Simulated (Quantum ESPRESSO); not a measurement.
## HfN: zone-centre phonons under several settings

```xyz
2
Lattice="2.8250 0.0000 0.0000 0.0000 2.8250 0.0000 0.0000 0.0000 2.8250" Properties=species:S:1:pos:R:3 pbc="T T T"
Hf    1.4125    1.4125    1.4125
N     0.0000    0.0000    0.0000
```

The cell was built by a generator and needn't be a form met in nature.

All runs used Quantum ESPRESSO 7.5; k mesh 9 × 9 × 9; given cell, atoms relaxed; no spin polarisation; occupations cold, width 0.2 eV.

```tsv
level	potentials	cutoff (eV)	pressure (GPa)	lowest optical mode without the field (cm⁻¹)
PBE	GBRV 1.5 PBE	612	-1.3	245
PBE	JTH 2.0 PBE	707	-2.0	235
PBE	SPMS 1.0 PBE	1197	-0.5	241
PBE	SSSP 1.3 efficiency PBE	816	?	?
PBE	PseudoDojo 0.4.1 SR PBE standard	1143	-0.5	241
PBE	SG15 PBE 1.2	1197	0.4	256
PBE	Ansatz NC SR PBE	1238	0.2	240
```

Problem. What stands in the row left open?

Solution. Pressure -0.6 GPa; lowest optical mode without the field 241 cm⁻¹.

Caveats: the mesh is thin for the phonons of a metal; before the sum rule the acoustic modes lie tens of cm⁻¹ from zero, a sign that the density grid also shifts the optical modes (some runs).

For the row left open. Caveat: the mesh is thin for the phonons of a metal.

The runs don't all hold the same shells in valence.
